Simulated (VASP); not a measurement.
VASP 6.6.1 run: HgSe

INCAR

```
SIGMA = 0.02
EDIFF = 1E-7
GGA = PE
ISMEAR = -1
LREAL = .FALSE.
NSW = 0
MAGMOM = 3 3
NBANDS = 16
ENCUT = 520
PREC = Low
LASPH = .TRUE.
IBRION = -1
ISIF = 2
ISPIN = 2
LWAVE = .FALSE.
LCHARG = .FALSE.
NELM = 120
```

KPOINTS

```
KPOINTS created by Atomic Simulation Environment
0
Gamma
8 8 8
0 0 0
```

POSCAR

```
Hg Se
 1.0000000000000000
     0.0000000000000000    2.9689584933000002    2.9689584933000002
     2.9689584933000002    0.0000000000000000    2.9689584933000002
     2.9689584933000002    2.9689584933000002    0.0000000000000000
 Hg  Se
   1   1
Cartesian
  0.0000000000000000  0.0000000000000000  0.0000000000000000
  1.4844792466499999  1.4844792466499999  1.4844792466499999
```

The recommended PBE PAW datasets give the neutral cell 18 valence electrons.

Command

```
mpirun -np 1 vasp_std
```

OSZICAR

```
N       E                     dE             d eps       ncg     rms          rms(c)
DAV:   1     0.115033223995E+03    0.11503E+03   -0.89330E+03  1888   0.102E+03
DAV:   2     0.271042548596E+01   -0.11232E+03   -0.10498E+03  2240   0.243E+02
DAV:   3    -0.114921720718E+01   -0.38596E+01   -0.38490E+01  2272   0.465E+01
DAV:   4    -0.116369325563E+01   -0.14476E-01   -0.14476E-01  2272   0.291E+00
DAV:   5    -0.116376708587E+01   -0.73830E-04   -0.73830E-04  2344   0.186E-01    0.168E+01
DAV:   6    -0.368710215509E+01   -0.25233E+01   -0.91694E-01  1904   0.107E+01    0.838E+00
DAV:   7    -0.383960691165E+01   -0.15250E+00   -0.27735E-01  1960   0.348E+00    0.490E+00
DAV:   8    -0.384480132307E+01   -0.51944E-02   -0.36210E-02  1928   0.138E+00    0.174E+00
DAV:   9    -0.382980156853E+01    0.15000E-01   -0.63125E-03  2272   0.864E-01    0.362E-01
DAV:  10    -0.382842666156E+01    0.13749E-02   -0.13708E-03  2080   0.382E-01    0.202E-01
DAV:  11    -0.382833112455E+01    0.95537E-04   -0.88906E-05  2272   0.897E-02    0.609E-02
DAV:  12    -0.382835117607E+01   -0.20052E-04   -0.33697E-05  2216   0.462E-02    0.253E-02
DAV:  13    -0.382836347654E+01   -0.12300E-04   -0.82063E-06  2160   0.205E-02    0.134E-02
DAV:  14    -0.382836635594E+01   -0.28794E-05   -0.34132E-06  2144   0.143E-02    0.656E-03
DAV:  15    -0.382836619761E+01    0.15833E-06   -0.52308E-07  2176   0.708E-03    0.149E-03
DAV:  16    -0.382836626459E+01   -0.66987E-07   -0.13134E-07  2160   0.237E-03
   1 F= -.38283663E+01 E0= -.38282914E+01  d E =-.149803E-03  mag=    -0.0000
```

It converged. Results: pressure 10.5 GPa; magnetic moment of the cell 0.00 μB.

For comparison, a separate PBE run of the intended cell, on usual settings and not on those above, gives a gap of 0.00 eV on its mesh and a pressure of 10.5 GPa.

The run above took about 16 s on one core of a shared host (Intel Xeon Platinum 8488C) and held 0.15 GiB at most.
